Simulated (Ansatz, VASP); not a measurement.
## Ge: VASP beside Ansatz

```xyz
2
Lattice="-2.5219 2.5219 1.3689 2.5219 -2.5219 1.3689 2.5219 2.5219 -1.3689" Properties=species:S:1:pos:R:3 pbc="T T T"
Ge    0.0000    0.0000    1.3689
Ge    2.5219    0.0000    0.6844
```

Change from the starting cell: volume scaled by 0.94.

Alike in both runs: task single point; functional PBEsol; k mesh 11 × 11 × 11; occupations fermi-dirac, width 0.05 eV; no spin polarisation.

|  | VASP | Ansatz |
| --- | --- | --- |
| version | VASP 6.6.1 | Ansatz 0.2.0 |
| potentials or method | VASP PAW PBE potentials, release 64 (Ge_d) | Ansatz PAW |
| plane-wave cutoff (eV) | 520 | 420 |
| valence electrons in the cell | 28 | 28 |

|  | VASP | Ansatz | Ansatz less VASP |
| --- | --- | --- | --- |
| gap on the k mesh at the Fermi level (eV) | none | none | - |
| pressure (GPa) | 4.8 | 4.8 | -0.03 |
| largest component of the traceless stress (GPa) | 0.11 | 0.13 | +0.021 |

A gap of «none» marks a metal or a gap that the smearing closes.

Caveats: the PAW data sets were made with another functional, which shifts forces and pressure a little (VASP); the PAW data sets come from PBE, with cores solved anew for the run's functional, which leaves a small shift of forces and pressure (Ansatz).
